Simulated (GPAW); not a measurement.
Input of a GPAW 26.7.0 run:

The input run.py:

```python
from ase.dft.bandgap import bandgap
from ase.io import read, write
from ase.units import GPa
from gpaw import GPAW, PW

atoms = read('POSCAR')

calc = GPAW(mode=PW(600),
            xc='PBE',
            kpts={'size': (11, 11, 11), 'gamma': True},
            occupations={'name': 'methfessel-paxton', 'order': 0, 'width': 0.011},
            nbands=14,
            convergence={'density': 1e-05, 'energy': 1e-05},
            maxiter=150,
            txt='gpaw.txt')
atoms.calc = calc
energy = atoms.get_potential_energy()
forces = atoms.get_forces()
stress = atoms.get_stress()
calc.write('gs.gpw')
write('result.traj', atoms)
print(f'Energy: {energy:.6f} eV')
print('Forces (eV/A):')
print(forces.round(4))
print('Stress (GPa):', (stress / GPa).round(3))
print('Fermi level:', round(calc.get_fermi_level(), 4), 'eV')
print(f'Gap: {bandgap(calc)[0]:.4f} eV, direct: {bandgap(calc, direct=True)[0]:.4f} eV')
```

POSCAR

```
Au
1.0
    0.0000000000      2.0350000000      2.0350000000
    2.0350000000      0.0000000000      2.0350000000
    2.0350000000      2.0350000000      0.0000000000
Au
1
Direct
    0.0000000000      0.0000000000      0.0000000000
```

Potentials or basis: GPAW PAW data sets (gpaw-data 1.2.1), pw.

Launch:

```sh
$ OMP_NUM_THREADS=1 python run.py
```

Question: What does it give for the band gap on the k mesh?

Answer: None (metal or under the smearing width).

Question: Predict the pressure.

Answer: 13.4 GPa.

Caveat: with this Au data set, volumes or pressures lay over 1.5 % or 2 GPa off other programs in two to four cells of ten. Spin-orbit coupling is left out, which matters for the levels of Au.
